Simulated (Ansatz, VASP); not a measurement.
**One calculation of La, two programs**

Contents of INCAR:

```
SYSTEM = La
PREC = Accurate
ENCUT = 520
EDIFF = 1E-6
ISMEAR = -1
SIGMA = 0.1
LREAL = .FALSE.
LASPH = .TRUE.
NELM = 60
ALGO = Normal
ISIF = 2
LWAVE = .FALSE.
LCHARG = .TRUE.
GGA = RE
LELF = .TRUE.
LVHAR = .TRUE.
NBANDS = 24
```

KPOINTS

```
Automatic mesh
0
G
  7 7 10
  0 0 0
```

POSCAR

```
La
1.0
    5.8565742381      0.0000000000      0.0000000000
   -2.9282871191      5.0719420694      0.0000000000
    0.0000000000      0.0000000000      3.5890513284
La
3
Direct
    1.0000000000      0.0000000000      0.0000000000
    0.3333333333      0.6666666667      0.5000000000
    0.6666666667      0.3333333333      0.5000000000
```

Input for Ansatz:

```yaml
crystal:
  lattice:
    - [5.8565742381, 0.0, 0.0]
    - [-2.9282871191, 5.0719420694, 0.0]
    - [0.0, 0.0, 3.5890513284]
  atoms:
    - { symbol: La, position: [1.0, 0.0, 0.0] }
    - { symbol: La, position: [0.3333333333, 0.6666666667, 0.5] }
    - { symbol: La, position: [0.6666666667, 0.3333333333, 0.5] }
hamiltonian:
  xc: revpbe
  pseudopotentials:
    kind: paw
    azcp:
      La: "pseudopotentials/La.paw.azcp"
basis:
  ecutwfc: 420
  fft_grid_basis: typed
kpoints:
  mp_grid: { grid: [7, 7, 10], shift: [0, 0, 0] }
magnetization:
  spin_polarized: false
scf:
  occupations: { method: fermi_dirac, width: 0.1 }
  lower_state_search: "off"
output:
  stress: true
```

Alike in both runs: task single point; functional revPBE; k mesh 7 × 7 × 10; occupations fermi-dirac, width 0.1 eV; no spin polarisation.

|  | VASP | Ansatz |
| --- | --- | --- |
| version | VASP 6.6.1 | Ansatz 0.2.0 |
| potentials or method | VASP PAW PBE potentials, release 64 (La) | plane waves (420 eV) with PAW, scalar-relativistic |
| plane-wave cutoff (eV) | 520 | 420 |
| valence electrons in the cell | 33 | 33 |

```tsv
	VASP	Ansatz	Ansatz less VASP
pressure (GPa)	2.4	2.3	-0.05
largest component of the traceless stress (GPa)	0.14	0.12	-0.015
```

With one functional, cell and mesh, what is left measures potentials, basis and numerics.

Caveats: the PAW data sets were made with another functional, which shifts forces and pressure a little (VASP). The runs have no spin-orbit coupling, so splittings on La are missing.
